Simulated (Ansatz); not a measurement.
# Al3Ru2: straining the crystal, equal strain of all cell vectors

An exercise on one series of results from a longer session: the logs are not shown, and one member is left open.

Program: Ansatz 0.2.0. Level of theory: DFT r2SCAN, scalar-relativistic, plane waves, PAW. These are calculated values, not measurements.

2 further runs of the same task are left out: 2 set aside as unsound or not needed.

## The system as given

Symmetry: I4/mmm, No. 139, tetragonal system. The conventional cell has a = 3.077 Å, b = 3.077 Å, c = 14.274 Å, α = 90.00°, β = 90.00°, γ = 90.00°. Al (site symmetry 4/mmm) has 8 Ru at 2.65 Å and 2 Al at 2.77 Å as nearest neighbours. Al (site symmetry 4mm) has 5 Ru at 2.51 to 2.86 Å and 5 Al at 2.70 to 2.77 Å as nearest neighbours. Ru (site symmetry 4mm) has 9 Al at 2.51 to 2.86 Å as nearest neighbours.

Coordinates:

```xyz
10
Lattice="3.0773 0.0000 0.0000 0.0000 3.0773 0.0000 0.0000 0.0000 14.2743" Properties=species:S:1:pos:R:3 pbc="T T T"
Al    0.0000    0.0000    0.0000
Al    1.5387    1.5387    4.3701
Al    0.0000    0.0000    2.7671
Al    1.5387    1.5387    7.1372
Al    0.0000    0.0000   11.5072
Al    1.5387    1.5387    9.9042
Ru    1.5387    1.5387    1.5119
Ru    0.0000    0.0000    5.6252
Ru    0.0000    0.0000    8.6491
Ru    1.5387    1.5387   12.7624
```

It goes back to an entry of the Materials Project, which need not be the stable form.

The unstrained cell was computed beforehand with the same settings: E(σ→0) = -26812.9530 eV for 10 atoms, gap none (metal).

The first run:

input.yaml

```yaml
crystal:
  lattice:
    - [3.0311546963, 0.0, 0.0]
    - [0.0, 3.0311546963, 0.0]
    - [0.0, 0.0, 14.0602022522]
  atoms:
    - { symbol: Al, position: [0.0, 0.0, 0.0] }
    - { symbol: Al, position: [0.5, 0.5, 0.3061492635] }
    - { symbol: Al, position: [0.0, 0.0, 0.1938507365] }
    - { symbol: Al, position: [0.5, 0.5, 0.5] }
    - { symbol: Al, position: [0.0, 0.0, 0.8061492635] }
    - { symbol: Al, position: [0.5, 0.5, 0.6938507365] }
    - { symbol: Ru, position: [0.5, 0.5, 0.1059185309] }
    - { symbol: Ru, position: [0.0, 0.0, 0.3940814691] }
    - { symbol: Ru, position: [0.0, 0.0, 0.6059185309] }
    - { symbol: Ru, position: [0.5, 0.5, 0.8940814691] }
basis:
  ecutwfc: 500
kpoints:
  mp_grid: { grid: [12, 12, 4] }
hamiltonian:
  xc: r2scan
scf:
  occupations: { method: gaussian, width: 0.1 }
output:
  forces: true
  stress: true
  eigenvalues: true
relax:
  adjacent_minimum: "off"
  f_tol: 0.008
  max_steps: 40
```

Run with:

```console
> ansatz run input.yaml --threads 1 --pin off --max-ram 2560MiB --backend cpu --events-out ev --progress --plain --runs-dir out
```

Steps of the session up to this table: Strain -1.5 %; The cell strained by +1.5 %; The cell strained by -3.0 %.

One table of the session follows, with a row left open; its other results are not shown here.

Lengths are those of the vectors of the cell that was run; stresses in GPa:

| strain (%) | ΔE (meV/atom) | a (Å) | b (Å) | c (Å) |
| --- | --- | --- | --- | --- |
| -3.0 | 73.4 | 2.985 | 2.985 | 13.846 |
| -1.5 | ? | ? | ? | ? |
| +0.0 | 0.0 | 3.077 | 3.077 | 14.274 |
| +1.5 | 15.8 | 3.123 | 3.123 | 14.488 |

Q: Estimate the row for strain (%) = -1.5 from the others.

Worked estimate for «ΔE (meV/atom)». A straight line through the neighbours (-3.0, 73.4) and (0.0, 0.0) gives 73.4 + (0.0 − 73.4) × (-1.5 + 3.0) / (0.0 + 3.0) = 36.7; a parabola fitted to 3 rows on both sides gives 19.2.

**Answer.** ΔE (meV/atom): 17.3; a (Å): 3.031; b (Å): 3.031; c (Å): 14.060. In «ΔE (meV/atom)» the line misses by +19.4 and the parabola by +1.9.

ΔE is over the unstrained cell. Stress in GPa, positive in compression, on the Cartesian axes of the input. 

Caveats from the session: Warnings in the runs' records: stress scf threshold loose.
